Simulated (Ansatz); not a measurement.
Input and command of a plane-wave DFT calculation in Ansatz:

```yaml
crystal:
  lattice:
    - [6.4475937654, 0.0, 0.0]
    - [-3.2237968827, 5.5837799941, 0.0]
    - [0.0, 0.0, 26.1095478308]
  atoms:
    - { symbol: "N", position: [0.1666666667, 0.3333333334, 0.3064013231] }
    - { symbol: "N", position: [0.1666666667, 0.8333333334, 0.3064013231] }
    - { symbol: "N", position: [0.6666666667, 0.3333333334, 0.3064013231] }
    - { symbol: "N", position: [0.6666666667, 0.8333333333, 0.3064013231] }
    - { symbol: Zr, position: [0.3333333333, 0.1666666667, 0.3568085371] }
    - { symbol: Zr, position: [0.3333333333, 0.6666666667, 0.3568085371] }
    - { symbol: Zr, position: [0.8333333333, 0.1666666667, 0.3568085371] }
    - { symbol: Zr, position: [0.8333333333, 0.6666666667, 0.3568085371] }
    - { symbol: "N", position: [0.5, 0.5, 0.4072157512] }
    - { symbol: "N", position: [0.5, 0.0, 0.4072157512] }
    - { symbol: "N", position: [0.0, 0.5, 0.4072157512] }
    - { symbol: "N", position: [0.0, 0.0, 0.4072157512] }
    - { symbol: Zr, position: [0.6677955707, 0.3338977854, 0.4591064611] }
    - { symbol: Zr, position: [0.6670674397, 0.8335337198, 0.4592011193] }
    - { symbol: Zr, position: [0.1654798275, 0.3331998806, 0.459327687] }
    - { symbol: Zr, position: [0.1654798275, 0.8322799469, 0.459327687] }
    - { symbol: "N", position: [0.8336517226, 0.6690842524, 0.5086444331] }
    - { symbol: "N", position: [0.8336517226, 0.1645674702, 0.5086444331] }
    - { symbol: "N", position: [0.3336266643, 0.6668133321, 0.5093979983] }
    - { symbol: "N", position: [0.3319549442, 0.1659774721, 0.507352238] }
    - { symbol: Zr, position: [-0.006113192, 0.496943404, 0.5573769501] }
    - { symbol: Zr, position: [0.0021482148, 0.0010741074, 0.5572965365] }
    - { symbol: Zr, position: [0.5015957134, 0.4965616376, 0.5585288924] }
    - { symbol: Zr, position: [0.5015957134, 0.0050340758, 0.5585288924] }
basis:
  ecutwfc: 420
kpoints:
  mp_grid: { grid: [4, 4, 1] }
hamiltonian:
  xc: pbe
  dispersion: d3bj
scf:
  occupations: { method: gaussian, width: 0.1 }
output:
  forces: true
  eigenvalues: true
  write_density: true
  volumetric_format: npy
efield:
  axis: 3
  dipole_correction: true
  ramp_width: 0.04
```

```bash
ansatz run input.yaml --threads 4 --pin off --max-ram 10240MiB --backend cpu --events-out ev --progress --plain --runs-dir out
```

Processor: Intel(R) Xeon(R) Platinum 8259CL CPU @ 2.50GHz (Skylake/Cascade Lake), 4 threads, on a host shared with other jobs.

Problem. How long does it run, and how much memory does it take?

Solution. About 29 s on 4 threads of Intel(R) Xeon(R) Platinum 8259CL CPU @ 2.50GHz (Skylake/Cascade Lake), on a shared host, peak memory 2.5 GiB. It solves 126 bands at 7 k points (the mesh reduced by symmetry) with about 18399 plane waves, in 17 SCF iterations.
